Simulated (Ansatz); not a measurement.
Runs of Ansatz 0.2.0 on ZnO (zincite). The structure is hexagonal, space group P6_3mc (No. 186). The conventional cell has a = 3.249 Å, b = 3.249 Å, c = 5.206 Å, α = 90.00°, β = 90.00°, γ = 120.00°. Around Zn (site symmetry 3m) lie 4 O at 1.97 to 1.98 Å. O (site symmetry 3m) has 4 Zn at 1.97 to 1.98 Å as nearest neighbours. 

```tsv
task	level	potentials or basis	cell	k mesh	cutoff (eV)	smearing	atoms under strain	gap on the mesh (eV)	pressure (GPa)	V0 of scaled cells (Å³/atom)	B0 (GPa)	largest force (eV/Å)
equation of state	BLYP+D3(BJ)	Ansatz PAW	as given	9 × 9 × 5	420	fermi-dirac 0.05 eV	-	-	-	12.15	134	-
relaxation of cell and atoms	RPBE+D3(BJ)	Ansatz PAW	relaxed	9 × 9 × 5	420	fermi-dirac 0.05 eV	-	0.96	0.0	-	-	-
equation of state	LDA	JTH PAW LDA	as given	9 × 9 × 5	1380	fermi-dirac 0.05 eV	-	-	-	11.30	162	-
single point	PBE	Ansatz PAW	as given	9 × 9 × 5	250	fermi-dirac 0.05 eV	-	0.62	9.9	-	-	0.11
elastic constants	PBE	Ansatz PAW	as given	8 × 8 × 5	420	fixed	clamped	(a)	(b)	-	-	0.07
```

Alike in all rows: no spin polarisation.

Task: Estimate the missing entries.

Result: (a) 0.80; (b) 4.9.

Caveats: odd divisions of the mesh miss points on the zone boundary, where band edges often lie, so the gap on the mesh can be too wide (some runs); the cell was scaled at fixed shape and fractional positions, which overstates the stiffness of a crystal with free parameters, most of all of layers and chains (some runs); the potentials were made for another functional, which shifts forces and pressure (some runs); the plane-wave basis is chosen anew once the cell has moved, so the energies of steps on either side of that aren't comparable (some runs); the PAW data sets come from PBE, with cores solved anew for the run's functional, which leaves a small shift of forces and pressure (some runs); the pressure holds a Pulay correction of +103.2 GPa for the finite cutoff (some runs); the cutoff lies under the one recommended for these potentials (some runs).

A k mesh can miss the band edges.
